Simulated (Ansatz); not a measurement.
## SiO2 — ¹⁷O NMR of the central transition

Cell: a COD entry.

Space group P4_12_12 (No. 92); a = 4.6820, c = 6.3110 Å.

```
site  Wyckoff  site symmetry       x       y       z
  Si       4a            ..2  0.3316  0.3316  0.0000
   O       8b              1  0.2297  0.1648  0.2119
```

One atom of each set is listed.

The numbers come from a DFT calculation in Ansatz (PBE, plane waves and PAW (field gradients read without the response of the frozen cores, which leaves them typically 4 to 6 % off), scalar-relativistic, 420 eV cutoff, Γ-centred 5×5×4 k-points, Fermi–Dirac smearing 0.02 eV).

¹⁷O has I = 5/2 and Q = -25.58 mb (Pyykkö 2018); at 11.7 T its Larmor frequency is ν₀ = 67.6 MHz. Only the quadrupole interaction is simulated: positions count from each site's isotropic chemical shift, and J coupling is left out, as are shift anisotropy and dipolar coupling, which fast spinning averages.

Q: Give C_Q, η, the quadrupolar product P_Q = |C_Q|(1 + η²/3)^½, the second-order isotropic shift and the breadth of the pattern (fast magic-angle spinning) for each O site.

A: 

| site | first shell | C_Q (MHz) | η | P_Q (MHz) | δ_QIS (ppm) | breadth (kHz) |
| --- | --- | --- | --- | --- | --- | --- |
| O | 2 Si at 1.60–1.62 Å, angle 130° | -5.16 | 0.41 | 5.30 | -37.0 | 5.79 |

δ_QIS = −(ν_Q²/30ν₀²)[I(I+1) − 3/4](1 + η²/3) × 10⁶ ppm with ν_Q = 3|C_Q|/[2I(2I−1)]; it falls as 1/B₀² in ppm, and the breadth as 1/B₀ in kHz.

At O V_zz runs parallel to the line that joins its two neighbours (within 2°).

At this cell the PBE pressure is 12 GPa, so with PBE the cell would grow if it were relaxed. The entry's cell may itself be off. The largest force is 0.5 eV/Å, so the atoms aren't at the calculated equilibrium and relaxing them would move these values. The cell is 19 % smaller than that of α-cristobalite at ambient conditions, so the entry probably stands for a crystal under pressure.
